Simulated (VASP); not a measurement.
# Nb5C6 in VASP: further runs

The runs below take Nb5C6 through single point, with PBE.

All numbers are computed with VASP 6.6.1; they aren't measurements. Logs are shortened: lines on timing, memory, paths and dates and some standing lists are left out, and cuts for length are marked.

### 1 Starting point

The cell holds a slab with vacuum, 11 atoms: a = 3.111 Å, b = 3.111 Å, c = 18.702 Å, α = 90.00°, β = 90.00°, γ = 120.00°.

### 2 Single point, PBE

INCAR

```
PREC = Accurate
ENCUT = 460
EDIFF = 1E-7
ISMEAR = 1
SIGMA = 0.1
LREAL = False
LASPH = True
NELM = 120
ALGO = Normal
ISIF = 2
LWAVE = False
LCHARG = False
LDIPOL = True
IDIPOL = 3
DIPOL = 0.5 0.5 0.500
GGA = PE
NBANDS = 64
LVHAR = True
LVACPOTAV = True
```

KPOINTS

```
Automatic mesh
0
Gamma
  10 10 1
```

POSCAR

```
Nb5C6
1.0
    3.1112698372      0.0000000000      0.0000000000
   -1.5556349186      2.6944387171      0.0000000000
    0.0000000000      0.0000000000     18.7017059222
C Nb
6 5
Direct
    0.3333333333      0.6666666667      0.1604131737
    0.0000000000      0.0000000000      0.2962479042
    0.6666666667      0.3333333333      0.4320826347
    0.3333333333      0.6666666667      0.5679173653
    0.0000000000      0.0000000000      0.7037520958
    0.6666666667      0.3333333333      0.8395868263
    0.6666666667      0.3333333333      0.2283305389
    0.3333333333      0.6666666667      0.3641652695
    0.0000000000      0.0000000000      0.5000000000
    0.6666666667      0.3333333333      0.6358347305
    0.3333333333      0.6666666667      0.7716694611
```

Potentials or basis: VASP PAW PBE potentials, release 64 (C, Nb_sv).

Started as:

```bash
cat potpaw_PBE.64/C/POTCAR potpaw_PBE.64/Nb_sv/POTCAR > POTCAR
mpirun -np 1 vasp_std > vasp.out
```

OUTCAR:

```text
PREC = Accurate
   ENCUT = 460
   EDIFF = 1E-7
   ISMEAR = 1
   LREAL = False
   LASPH = True
   NELM = 120
   ISIF = 2
   GGA = PE

 Found     14 irreducible k-points:

 Following reciprocal coordinates:
            Coordinates               Weight
  0.000000  0.000000  0.000000      1.000000
  0.100000  0.000000  0.000000      6.000000
  0.200000  0.000000  0.000000      6.000000
  0.300000  0.000000  0.000000      6.000000
  0.400000  0.000000  0.000000      6.000000
  0.500000  0.000000  0.000000      3.000000
   k-points           NKPTS =     14   k-points in BZ     NKDIM =     14   number of bands    NBANDS=     64
   number of dos      NEDOS =    301   number of ions     NIONS =     11
   total plane-waves  NPLWV =  80640
   dimension x,y,z NGX =    24 NGY =   24 NGZ =  140
   dimension x,y,z NGXF=    48 NGYF=   48 NGZF=  280
   ions per type =               6   5
   NGX,Y,Z   is equivalent  to a cutoff of  12.82, 12.82, 12.45 a.u.
   NGXF,Y,Z  is equivalent  to a cutoff of  25.65, 25.65, 24.89 a.u.
 SYSTEM =  unknown system
   PREC   = accura    normal or accurate (medium, high low for compatibility)
   ISTART =      0    job   : 0-new  1-cont  2-samecut
   ICHARG =      2    charge: 1-file 2-atom 10-const
   ISPIN  =      1    spin polarized calculation?
   LNONCOLLINEAR =      F non collinear calculations
   LSORBIT =      F    spin-orbit coupling
   LASPH  =      T    aspherical Exc in radial PAW
   ENCUT  =  460.0 eV  33.81 Ry    5.81 a.u.   5.44  5.44 32.71*2*pi/ulx,y,z
   NELM   =    120;   NELMIN=  2; NELMDL= -5     # of ELM steps
   EDIFF  = 0.1E-06   stopping-criterion for ELM
   LREAL  =      F    real-space projection
   EDIFFG = 0.1E-05   stopping-criterion for IOM
   NSW    =      0    number of steps for IOM
   IBRION =     -1    ionic relax: 0-MD 1-quasi-New 2-CG
   NFREE  =      0    steps in history (QN), initial steepest desc. (CG)
   ISIF   =      2    stress and relaxation
   ISYM   =      2    0-nonsym 1-usesym 2-fastsym
   POTIM  = 0.5000    time-step for ionic-motion
   TEBEG  =    0.0;   TEEND  =   0.0 temperature during run
   PSTRESS=    0.0 pullay stress
   NELECT =      89.0000    total number of electrons
   NUPDOWN=      -1.0000    fix difference up-down
   EMIN   =  10.00;   EMAX   =-10.00  energy-range for DOS
   EFERMI =   0.00;   METHOD = LEGACY
   ISMEAR =     1;   SIGMA  =   0.10  broadening in eV -4-tet -1-fermi 0-gaus
   EFERMI_NEDOS =   21; number of points for ismear=-14 and -15
   IALGO  =     38    algorithm
   IMIX   =      4    mixing-type and parameters
     AMIX     =   0.40;   BMIX     =  1.00
     AMIX_MAG =   1.60;   BMIX_MAG =  1.00
  volume/ion in A,a.u.               =      14.25        96.18
  Fermi-wavevector in a.u.,A,eV,Ry     =   1.355530  2.561580 25.000178  1.837461
  Thomas-Fermi vector in A             =   2.482610
   LORBIT       =      0    0 simple, 1 ext, 2 COOP (PROOUT), +10 PAW based schemes
   GGA     = PE    functional components
   LHFCALC =     F    Hartree Fock is set to
   AEXX    =    0.0000 exact exchange contribution
   IVDW    =     0    specifies the selected vdW correction
   LEPSILON=     F    determine dielectric tensor
   LRPA    =     F    only Hartree local field effects (RPA)
 non-spin polarized calculation
 Methfessel and Paxton  Order N= 1 SIGMA  =   0.10
  energy-cutoff  :      460.00
  volume of cell :      156.78
 maximum number of plane-waves:      3605
 NGX is ok and might be reduce to    24
   NGX = 11   NGY = 11   NGZ = 65

 number of electron      89.0000004 magnetization

 dipolmoment           0.000000      0.000000     -0.000000 electrons x Angstroem

 Free energy of the ion-electron system (eV)
  ---------------------------------------------------
  ext. energy  EPLUGINS =         0.00000000
  ---------------------------------------------------
  free energy    TOTEN  =      -105.03827060 eV

  energy without entropy =     -105.03657805  energy(sigma->0) =     -105.03770642

 E-fermi :   7.3333     XC(G=0): -10.5649

 val. band max:        7.3259701488   @ k =   0.5000   0.0000   0.0000
 cond. band min:       7.3411961906   @ k =   0.3000   0.1000   0.0000
 fundamental gap:      0.0152260418
 Fermi energy:         7.3333493484

 k-point     1 :       0.0000    0.0000    0.0000
  band No.  band energies     occupation
      1     -48.3145      2.00000
      2     -48.2381      2.00000
      3     -48.2091      2.00000
      4     -47.4664      2.00000
      5     -47.4664      2.00000
      6     -24.8830      2.00000
[... 48 lines left out ...]
     55       9.2238     -0.00000
     56       9.6341      0.00000

 k-point     2 :       0.1000    0.0000    0.0000
  band No.  band energies     occupation
      1     -48.3043      2.00000
      2     -48.2296      2.00000
      3     -48.2025      2.00000
      4     -47.4582      2.00000
      5     -47.4582      2.00000
      6     -24.8551      2.00000
[... 48 lines left out ...]
     55       9.3978      0.00000
     56       9.6675      0.00000

 k-point     3 :       0.2000    0.0000    0.0000
  band No.  band energies     occupation
      1     -48.2773      2.00000
      2     -48.2073      2.00000
      3     -48.1853      2.00000
      4     -47.4366      2.00000
      5     -47.4366      2.00000
      6     -24.7824      2.00000
[... 48 lines left out ...]
     55       9.8972      0.00000
     56      10.2400      0.00000

 k-point     4 :       0.3000    0.0000    0.0000
  band No.  band energies     occupation
      1     -48.2428      2.00000
      2     -48.1796      2.00000
      3     -48.1648      2.00000
      4     -47.4097      2.00000
      5     -47.4097      2.00000
      6     -24.7233      2.00000
[... 48 lines left out ...]
     55      10.3163      0.00000
     56      10.8306      0.00000

 k-point     5 :       0.4000    0.0000    0.0000
  band No.  band energies     occupation
      1     -48.2135      2.00000
      2     -48.1570      2.00000
      3     -48.1494      2.00000
      4     -47.3879      2.00000
      5     -47.3879      2.00000
      6     -24.8691      2.00000
[... 48 lines left out ...]
     55      10.7607      0.00000
     56      10.9581      0.00000

 k-point     6 :       0.5000    0.0000    0.0000
  band No.  band energies     occupation
      1     -48.2018      2.00000
      2     -48.1484      2.00000
      3     -48.1439      2.00000
      4     -47.3795      2.00000
      5     -47.3795      2.00000
      6     -24.9372      2.00000
[... 48 lines left out ...]
     55      10.9929      0.00000
     56      11.0548      0.00000

 [... further k-points ...]

 [bands above 56 left out]

------------------------ aborting loop because EDIFF is reached ----------------------------------------

  FORCE on cell =-STRESS in cart. coord.  units (eV):
  Direction    XX          YY          ZZ          XY          YZ          ZX
  --------------------------------------------------------------------------------------
  -------------------------------------------------------------------------------------
  Total       10.2190157     10.2190157      4.9079062      0.0000000     -0.0000000      0.0000000
  in kB      104.4317217    104.4317217     50.1556224      0.0000000     -0.0000000      0.0000000
  external PRESSURE =      86.3396886 kB  Pullay stress =       0.0000000 kB

 VOLUME and BASIS-vectors are now :
 -----------------------------------------------------------------------------
  energy-cutoff  :      460.00
  volume of cell :      156.78
      direct lattice vectors                 reciprocal lattice vectors
     3.111269837  0.000000000  0.000000000     0.321412173  0.185567405  0.000000000
    -1.555634919  2.694438717  0.000000000     0.000000000  0.371134810  0.000000000
     0.000000000  0.000000000 18.701705922     0.000000000  0.000000000  0.053471058

 POSITION                                       TOTAL-FORCE (eV/Angst)
 -----------------------------------------------------------------------------------
     -0.00000      1.79629      3.00000        -0.000000     -0.000000      2.164735
      0.00000      0.00000      5.54034         0.000000     -0.000000      0.342754
      1.55563      0.89815      8.08068         0.000000     -0.000000     -0.064128
     -0.00000      1.79629     10.62102         0.000000      0.000000      0.064128
      0.00000      0.00000     13.16136        -0.000000      0.000000     -0.342754
      1.55563      0.89815     15.70171         0.000000      0.000000     -2.164735
      1.55563      0.89815      4.27017        -0.000000     -0.000000     -3.408406
     -0.00000      1.79629      6.81051         0.000000      0.000000     -0.098135
      0.00000      0.00000      9.35085        -0.000000      0.000000      0.000000
      1.55563      0.89815     11.89119        -0.000000     -0.000000      0.098135
     -0.00000      1.79629     14.43154         0.000000      0.000000      3.408406
 -----------------------------------------------------------------------------------
    total drift:                                0.000000      0.000000      0.000000

  FREE ENERGIE OF THE ION-ELECTRON SYSTEM (eV)
  ---------------------------------------------------
  free  energy   TOTEN  =      -105.0382706033 eV

  energy  without entropy=     -105.0365780475  energy(sigma->0) =     -105.03770642
```

Run time: 88 s. Hardware: 1 thread of Intel Xeon 6975P-C (Granite Rapids), shared host; peak memory 0.3 GiB.

These settings aren't checked as converged: the numbers below hold their error.

What came out:

```
Free energy            : -105.0383 eV
Largest force          : 3.408 eV/Å
Band gap on the k mesh : none (metal or under the smearing width)
```

Caveat: the cutoff is under 1.25 times the usual one of these potentials, so pressure, stress and relaxed cells hold a basis-set (Pulay) error.

### 3 Single point, PBE

This run uses another cell than the first one, of 18.83 Å³/atom, 1.321 times its volume.

INCAR is that of step 2.

KPOINTS

```
Automatic mesh
0
Gamma
  8 8 1
```

POSCAR

```
Nb5C6
1.0
    3.1112698372      0.0000000000      0.0000000000
   -1.5556349186      2.6944387171      0.0000000000
    0.0000000000      0.0000000000     24.7017059222
C Nb
6 5
Direct
    0.3333333333      0.6666666667      0.2428982038
    0.0000000000      0.0000000000      0.3457389223
    0.6666666667      0.3333333333      0.4485796408
    0.3333333333      0.6666666667      0.5514203592
    0.0000000000      0.0000000000      0.6542610777
    0.6666666667      0.3333333333      0.7571017962
    0.6666666667      0.3333333333      0.2943185631
    0.3333333333      0.6666666667      0.3971592815
    0.0000000000      0.0000000000      0.5000000000
    0.6666666667      0.3333333333      0.6028407185
    0.3333333333      0.6666666667      0.7056814369
```

Potentials or basis: VASP PAW PBE potentials, release 64 (C, Nb_sv).

Started as:

```bash
cat potpaw_PBE.64/C/POTCAR potpaw_PBE.64/Nb_sv/POTCAR > POTCAR
mpirun -np 1 vasp_std > vasp.out
```

Run time: 1.7 min. Hardware: 1 thread of Intel Xeon 6975P-C (Granite Rapids), shared host; peak memory 0.34 GiB.

The run converged, but some of its settings lie outside the range that counts as converged, so its numbers aren't taken as properties of the slab.

Results:

```
Free energy                     : -105.0339 eV
Largest force                   : 3.536 eV/Å
Band gap on the k mesh          : none (metal or under the smearing width)
Work function of the upper face : 6.46 eV
Work function of the lower face : 6.46 eV
```

Caveat: the cutoff is under 1.25 times the usual one of these potentials, so pressure, stress and relaxed cells hold a basis-set (Pulay) error.

### 4 Single point, PBE

This run uses another cell than the first one, of 18.83 Å³/atom, 1.321 times its volume.

Edit INCAR of step 3 so:

```diff
@@ -1,3 +1,3 @@
 PREC = Accurate
-ENCUT = 460
+ENCUT = 400
 EDIFF = 1E-7
```

KPOINTS

```
Automatic mesh
0
Gamma
  10 10 1
```

POSCAR is that of step 3.

Potentials or basis: VASP PAW PBE potentials, release 64 (C, Nb_sv).

Started as:

```bash
cat potpaw_PBE.64/C/POTCAR potpaw_PBE.64/Nb_sv/POTCAR > POTCAR
mpirun -np 1 vasp_std > vasp.out
```

OUTCAR:

```text
PREC = Accurate
   ENCUT = 400
   EDIFF = 1E-7
   ISMEAR = 1
   LREAL = False
   LASPH = True
   NELM = 120
   ISIF = 2
   GGA = PE

 Found     14 irreducible k-points:

 Following reciprocal coordinates:
            Coordinates               Weight
  0.000000  0.000000  0.000000      1.000000
  0.100000 -0.000000  0.000000      6.000000
  0.200000 -0.000000  0.000000      6.000000
  0.300000  0.000000  0.000000      6.000000
  0.400000 -0.000000  0.000000      6.000000
  0.500000 -0.000000  0.000000      3.000000
   k-points           NKPTS =     14   k-points in BZ     NKDIM =     14   number of bands    NBANDS=     64
   number of dos      NEDOS =    301   number of ions     NIONS =     11
   total plane-waves  NPLWV =  64800
   dimension x,y,z NGX =    20 NGY =   20 NGZ =  162
   dimension x,y,z NGXF=    40 NGYF=   40 NGZF=  324
   ions per type =               6   5
   NGX,Y,Z   is equivalent  to a cutoff of  10.69, 10.69, 10.90 a.u.
   NGXF,Y,Z  is equivalent  to a cutoff of  21.37, 21.37, 21.81 a.u.
 SYSTEM =  unknown system
   PREC   = accura    normal or accurate (medium, high low for compatibility)
   ISTART =      0    job   : 0-new  1-cont  2-samecut
   ICHARG =      2    charge: 1-file 2-atom 10-const
   ISPIN  =      1    spin polarized calculation?
   LNONCOLLINEAR =      F non collinear calculations
   LSORBIT =      F    spin-orbit coupling
   LASPH  =      T    aspherical Exc in radial PAW
   ENCUT  =  400.0 eV  29.40 Ry    5.42 a.u.   5.07  5.07 40.28*2*pi/ulx,y,z
   NELM   =    120;   NELMIN=  2; NELMDL= -5     # of ELM steps
   EDIFF  = 0.1E-06   stopping-criterion for ELM
   LREAL  =      F    real-space projection
   EDIFFG = 0.1E-05   stopping-criterion for IOM
   NSW    =      0    number of steps for IOM
   IBRION =     -1    ionic relax: 0-MD 1-quasi-New 2-CG
   NFREE  =      0    steps in history (QN), initial steepest desc. (CG)
   ISIF   =      2    stress and relaxation
   ISYM   =      2    0-nonsym 1-usesym 2-fastsym
   POTIM  = 0.5000    time-step for ionic-motion
   TEBEG  =    0.0;   TEEND  =   0.0 temperature during run
   PSTRESS=    0.0 pullay stress
   NELECT =      89.0000    total number of electrons
   NUPDOWN=      -1.0000    fix difference up-down
   EMIN   =  10.00;   EMAX   =-10.00  energy-range for DOS
   EFERMI =   0.00;   METHOD = LEGACY
[... 29 lines left out ...]
 Free energy of the ion-electron system (eV)
  ---------------------------------------------------
  ext. energy  EPLUGINS =         0.00000000
  ---------------------------------------------------
  free energy    TOTEN  =      -105.04127166 eV

  energy without entropy =     -105.03959557  energy(sigma->0) =     -105.04071296

 E-fermi :   3.9852     XC(G=0):  -8.0844

 val. band max:        3.9778220922   @ k =   0.5000  -0.0000   0.0000
 cond. band min:       3.9932043109   @ k =   0.3000   0.1000   0.0000
 fundamental gap:      0.0153822187
 Fermi energy:         3.9851518303

 k-point     1 :       0.0000    0.0000    0.0000
  band No.  band energies     occupation
      1     -51.6587      2.00000
      2     -51.5823      2.00000
      3     -51.5533      2.00000
      4     -50.8105      2.00000
      5     -50.8105      2.00000
      6     -28.2323      2.00000
[... 343 lines left out ...]
     55       7.6455      0.00000
     56       7.7059      0.00000

 [... further k-points ...]

 [bands above 56 left out]

------------------------ aborting loop because EDIFF is reached ----------------------------------------

  FORCE on cell =-STRESS in cart. coord.  units (eV):
  Direction    XX          YY          ZZ          XY          YZ          ZX
  --------------------------------------------------------------------------------------
  -------------------------------------------------------------------------------------
  Total        9.2656783      9.2656783      3.9992596      0.0000000     -0.0000000     -0.0000000
  in kB       71.6893864     71.6893864     30.9426315      0.0000000     -0.0000000     -0.0000000
  external PRESSURE =      58.1071348 kB  Pullay stress =       0.0000000 kB

 VOLUME and BASIS-vectors are now :
 -----------------------------------------------------------------------------
  energy-cutoff  :      400.00
  volume of cell :      207.08
      direct lattice vectors                 reciprocal lattice vectors
     3.111269837  0.000000000  0.000000000     0.321412173  0.185567405  0.000000000
    -1.555634919  2.694438717  0.000000000     0.000000000  0.371134810  0.000000000
     0.000000000  0.000000000 24.701705922     0.000000000  0.000000000  0.040483034

 POSITION                                       TOTAL-FORCE (eV/Angst)
 -----------------------------------------------------------------------------------
     -0.00000      1.79629      6.00000         0.000000      0.000000      2.145271
      0.00000      0.00000      8.54034        -0.000000     -0.000000      0.342262
      1.55563      0.89815     11.08068        -0.000000     -0.000000     -0.064162
     -0.00000      1.79629     13.62102         0.000000      0.000000      0.064162
      0.00000      0.00000     16.16136        -0.000000      0.000000     -0.342262
      1.55563      0.89815     18.70171        -0.000000     -0.000000     -2.145271
      1.55563      0.89815      7.27017        -0.000000     -0.000000     -3.407966
     -0.00000      1.79629      9.81051         0.000000      0.000000     -0.097186
      0.00000      0.00000     12.35085        -0.000000      0.000000      0.000000
      1.55563      0.89815     14.89119         0.000000      0.000000      0.097186
     -0.00000      1.79629     17.43154         0.000000      0.000000      3.407966
 -----------------------------------------------------------------------------------
    total drift:                               -0.000000     -0.000000      0.000000

  FREE ENERGIE OF THE ION-ELECTRON SYSTEM (eV)
  ---------------------------------------------------
  free  energy   TOTEN  =      -105.0412716571 eV

  energy  without entropy=     -105.0395955738  energy(sigma->0) =     -105.04071296

 vacuum level on the upper side and lower side of the slab        10.446        10.446
```

OSZICAR:

```text
N       E                     dE             d eps       ncg     rms          rms(c)
DAV:   1     0.843214849398E+03    0.84321E+03   -0.42967E+04  1976   0.112E+03
DAV:   2    -0.441336087676E+02   -0.88735E+03   -0.85835E+03  2264   0.464E+02
DAV:   3    -0.115728060268E+03   -0.71594E+02   -0.70160E+02  2744   0.999E+01
[... 19 lines left out ...]
DAV:  23    -0.105041257486E+03   -0.37425E-04   -0.34747E-06  1976   0.386E-03    0.203E-03
DAV:  24    -0.105041269083E+03   -0.11597E-04   -0.79691E-07  2000   0.239E-03    0.635E-04
DAV:  25    -0.105041271145E+03   -0.20620E-05   -0.77236E-08  1656   0.101E-03    0.270E-04
DAV:  26    -0.105041271569E+03   -0.42427E-06   -0.17072E-08  1368   0.647E-04    0.172E-04
DAV:  27    -0.105041271657E+03   -0.87857E-07   -0.77700E-09  1224   0.467E-04
   1 F= -.10504127E+03 E0= -.10504071E+03  d E =-.167608E-02
```

Wall time 2.1 min (1 thread of Intel Xeon 6975P-C (Granite Rapids), shared host); peak memory 0.28 GiB.

The run converged, but some of its settings lie outside the range that counts as converged, so its numbers aren't taken as properties of the slab.

Results:

```yaml
Free_energy: -105.0413 eV
Largest_force: 3.408 eV/Å
Band_gap_on_the_k_mesh: none (metal or under the smearing width)
Work_function_of_the_upper_face: 6.46 eV
Work_function_of_the_lower_face: 6.46 eV
```

Caveat: the cutoff is under 1.25 times the usual one of these potentials, so pressure, stress and relaxed cells hold a basis-set (Pulay) error.
